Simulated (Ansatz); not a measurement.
## A series in volume scale on In

Results calculated with Ansatz 0.2.0, not measured. Plane-wave DFT, scalar-relativistic PAW made under PBE with cores redone for the functional, no dispersion; the given relaxed cell is scaled uniformly, energy at zero smearing counts from the unscaled cell, pressure at the given Fermi-Dirac smearing is positive in compression.

The cell before it is scaled or strained (space group P6/mmm, No. 191):
```
CELL_PARAMETERS angstrom
5.46490 0.00000 0.00000
-2.73250 4.73280 0.00000
0.00000 0.00000 3.39540
ATOMIC_POSITIONS crystal
In 0.00000 0.00000 0.00000
In 0.33333 0.66667 0.50000
In 0.66667 0.33333 0.50000
```

Settings of every row: spin polarised no; functional RPBE; wave cutoff 420 eV; smearing width 0.1 eV; k mesh 8x8x11.

Atom starting moment: 0 on all atoms.

Limits: the cell comes from a prototype or a list of computed structures and needn't be the stable phase.

| row | volume scale | V (Å³/atom) | energy change per atom (meV) | pressure (GPa) |
| --- | --- | --- | --- | --- |
| 1 | 0.88 | 25.76 | 50.43 | 5.2 |
| 2 | 0.92 | 26.931 | 20.9 | 3.06 |
| 3 | 0.96 | 28.102 | ? | ? |
| 4 | 1.04 | 30.444 | 3.03 | -0.87 |
| 5 | 1.08 | 31.615 | 12.55 | -1.65 |
| 6 | 1.12 | 32.786 | 27.14 | -2.26 |

Question: what energy change per atom and pressure should row 3 give?

Worked fit of energy change per atom. Take u = (V_r/V)^(2/3) − 1 with V_r = 30.444 Å³ an atom, which is twice the finite (Eulerian) strain; such expansions in the strain, on which the Birch-Murnaghan equation of state is built, carry the rest volume and the bulk modulus. The shown rows have u = 0.11782, 0.08517, 0, -0.02485, -0.04821. Least squares give energy change per atom = 2.686 − 248.489 × u + 5520.09 × u² meV; a straight line predicts inner rows, each left out in turn, worse (root mean square 16 against 0.92 meV). The rows lie off it by 0.39, -0.66, 0.34, 0.28, -0.36 (root mean square 0.43 meV). The withheld row has u = 0.05482, so the fit gives 2.686 − 248.489 × (0.05482) + 5520.09 × (0.05482)² = 5.65 meV.

The calculation gave 5.15 meV. The fit lies 0.50 meV (9.7 % of the value, 1.1 % of the column's range) above it; its largest miss of a shown row is 0.66 meV.

Worked fit of pressure. Take u = (V_r/V)^(2/3) − 1 with V_r = 30.444 Å³ an atom, which is twice the finite (Eulerian) strain; such expansions in the strain, on which the Birch-Murnaghan equation of state is built, carry the rest volume and the bulk modulus. The shown rows have u = 0.11782, 0.08517, 0, -0.02485, -0.04821. Least squares give pressure = −0.891 + 34.785 × u + 141.79 × u² GPa; a straight line predicts inner rows, each left out in turn, worse (root mean square 0.41 against 0.056 GPa). The rows lie off it by 0.02, -0.04, 0.02, 0.02, -0.02. The pressure vanishes at u = 0.0234, or V = 29.41 Å³ an atom, and there the bulk modulus at fixed shape and fractions is B = −V dP/dV = (2/3)(1 + u) dP/du = 28.3 GPa. Letting shape and atoms relax would as a rule lower it, by much in layered, chain or molecular crystals. The withheld row has u = 0.05482, so the fit gives −0.891 + 34.785 × (0.05482) + 141.79 × (0.05482)² = 1.44 GPa.

The calculation gave 1.4 GPa. The fit lies 0.04 GPa (2.9 % of the value, 0.54 % of the column's range) above it; its largest miss of a shown row is 0.04 GPa.
